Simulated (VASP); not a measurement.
A run of VASP 6.6.1 is set up as follows.

Contents of POSCAR:

```
PbSe
1.0
    0.0000000000      3.0606500000      3.0606500000
    3.0606500000      0.0000000000      3.0606500000
    3.0606500000      3.0606500000      0.0000000000
Pb Se
1 1
Direct
    0.0000000000      0.0000000000      0.0000000000
    0.5000000000      0.5000000000      0.5000000000
```

File INCAR.step1:

```
PREC = Accurate
ENCUT = 520
EDIFF = 1E-6
ISMEAR = 0
SIGMA = 0.02
LREAL = F
LASPH = T
NELM = 100
ALGO = Normal
ISIF = 2
LWAVE = F
LCHARG = T
MAGMOM = 0 0 0 0 0 0
LORBIT = 11
LSORBIT = T
GGA_COMPAT = F
GGA = PE
```

Contents of KPOINTS.step1:

```
regular mesh
0
Gamma
  10 10 10
```

The input INCAR.step2:

```
PREC = Accurate
ENCUT = 520
EDIFF = 1E-6
ISMEAR = 0
SIGMA = 0.05
LREAL = F
LASPH = T
NELM = 100
ALGO = Normal
ISIF = 2
LWAVE = F
LCHARG = F
MAGMOM = 0 0 0 0 0 0
LORBIT = 11
LSORBIT = T
GGA_COMPAT = F
GGA = PE
ICHARG = 11
```

KPOINTS.step2

```
path GXWKGLUWLK,UX
10
line-mode
reciprocal
 0.0000000000  0.0000000000  0.0000000000  G
 0.5000000000  0.0000000000  0.5000000000  X

 0.5000000000  0.0000000000  0.5000000000  X
 0.5000000000  0.2500000000  0.7500000000  W

 0.5000000000  0.2500000000  0.7500000000  W
 0.3750000000  0.3750000000  0.7500000000  K

 0.3750000000  0.3750000000  0.7500000000  K
 0.0000000000  0.0000000000  0.0000000000  G

 0.0000000000  0.0000000000  0.0000000000  G
 0.5000000000  0.5000000000  0.5000000000  L

 0.5000000000  0.5000000000  0.5000000000  L
 0.6250000000  0.2500000000  0.6250000000  U

 0.6250000000  0.2500000000  0.6250000000  U
 0.5000000000  0.2500000000  0.7500000000  W

 0.5000000000  0.2500000000  0.7500000000  W
 0.5000000000  0.5000000000  0.5000000000  L

 0.5000000000  0.5000000000  0.5000000000  L
 0.3750000000  0.3750000000  0.7500000000  K

 0.6250000000  0.2500000000  0.6250000000  U
 0.5000000000  0.0000000000  0.5000000000  X
```

Potentials or basis: VASP PAW PBE potentials, release 64 (Pb_d, Se).

Run with:

```bash
$ cat potpaw_PBE.64/Pb_d/POTCAR potpaw_PBE.64/Se/POTCAR > POTCAR
$ cp INCAR.step1 INCAR
$ cp KPOINTS.step1 KPOINTS
$ mpirun -np 1 vasp_ncl > vasp.out
$ cp INCAR.step2 INCAR
$ cp KPOINTS.step2 KPOINTS
$ mpirun -np 1 vasp_ncl > vasp.out
```

(1) Predict the net moment.

## Answers

(1) 0.00 μB per cell.
